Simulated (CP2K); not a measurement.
Runs of CP2K 2026.2 on As. Symmetry: R-3m, No. 166, trigonal system. The conventional cell has a = 3.762 Å, b = 3.762 Å, c = 10.542 Å, α = 90.00°, β = 90.00°, γ = 120.00°. Around As (site symmetry 3m) lie 3 As at 2.51 Å. 

```tsv
task	level	potentials or basis	cell	k mesh	smearing	EPS_DEFAULT	NGRIDS	EXTRAPOLATION	basis sets	potentials	gap on the mesh (eV)	pressure (GPa)	largest force (eV/Å)
relaxation of cell and atoms	PBEsol	POTENTIAL_UZH As GTH-PBE-q5; TZVP-MOLOPT-PBE-GTH basis	relaxed	7 × 7 × 7	fermi-dirac 0.05 eV	1.0E-10	5	USE_PREV_P	As TZVP-MOLOPT-PBE-GTH-q5	As GTH-PBE-q5 of POTENTIAL_UZH	0.13	0.0	0.05
band structure	TB-mBJ	POTENTIAL_UZH As GTH-PBE-q5; TZVP-MOLOPT-PBE-GTH basis	as given	9 × 9 × 9	fermi-dirac 0.05 eV	1.0E-10	5	-	As TZVP-MOLOPT-PBE-GTH-q5	As GTH-PBE-q5 of POTENTIAL_UZH	none	-	-
band structure	LDA	GTH_POTENTIALS As GTH-PBE-q5; DZVP-MOLOPT-SR-GTH basis	as given	9 × 9 × 9	fermi-dirac 0.05 eV	1.0E-9	5	-	As DZVP-MOLOPT-SR-GTH-q5	As GTH-PBE-q5 of GTH_POTENTIALS	none	(b)	(a)
relaxation of cell and atoms	PBEsol	POTENTIAL_UZH As GTH-PBE-q5; TZVP-MOLOPT-PBE-GTH basis	relaxed	7 × 7 × 7	fermi-dirac 0.05 eV	1.0E-9	4	USE_PREV_P	As TZVP-MOLOPT-PBE-GTH-q5	As GTH-PBE-q5 of POTENTIAL_UZH	0.13	0.0	0.05
band structure	M06-L	POTENTIAL_UZH As GTH-PBE-q5; TZVP-MOLOPT-PBE-GTH basis	as given	9 × 9 × 9	fermi-dirac 0.05 eV	1.0E-9	5	-	As TZVP-MOLOPT-PBE-GTH-q5	As GTH-PBE-q5 of POTENTIAL_UZH	none	5.8	0.06
band structure	PBE	POTENTIAL_UZH As GTH-PBE-q5; TZVP-MOLOPT-PBE-GTH basis	as given	9 × 9 × 9	fermi-dirac 0.05 eV	1.0E-10	4	-	As TZVP-MOLOPT-PBE-GTH-q5	As GTH-PBE-q5 of POTENTIAL_UZH	none	4.4	0.52
band structure	PBEsol	POTENTIAL_UZH As GTH-PBE-q5; TZVP-MOLOPT-PBE-GTH basis	as given	9 × 9 × 9	fermi-dirac 0.01 eV	1.0E-9	4	-	As TZVP-MOLOPT-PBE-GTH-q5	As GTH-PBE-q5 of POTENTIAL_UZH	none	2.7	(c)
```

Alike in all rows: no spin polarisation.

Problem. Estimate the missing entries.

Solution. (a) 0.74; (b) 2.5; (c) 0.64.

Caveats: the basis of atomic orbitals isn't converged, which shifts pressures, moduli and gaps; the potentials were made for another functional, which shifts forces and pressure (some runs); more than 0.5 GPa of stress was left at the end, so the final cell isn't listed (some runs); an odd mesh through Γ misses points on the zone boundary, where band edges often lie (some runs); the printed path begins after the first move (some runs); this is a model potential without an energy functional, so only levels have meaning (some runs).

A k mesh can miss the band edges, and the runs leave out spin-orbit coupling on As.

A gap of «none» marks a metal or a gap under the smearing width.

Not every run made on this cell is shown here.
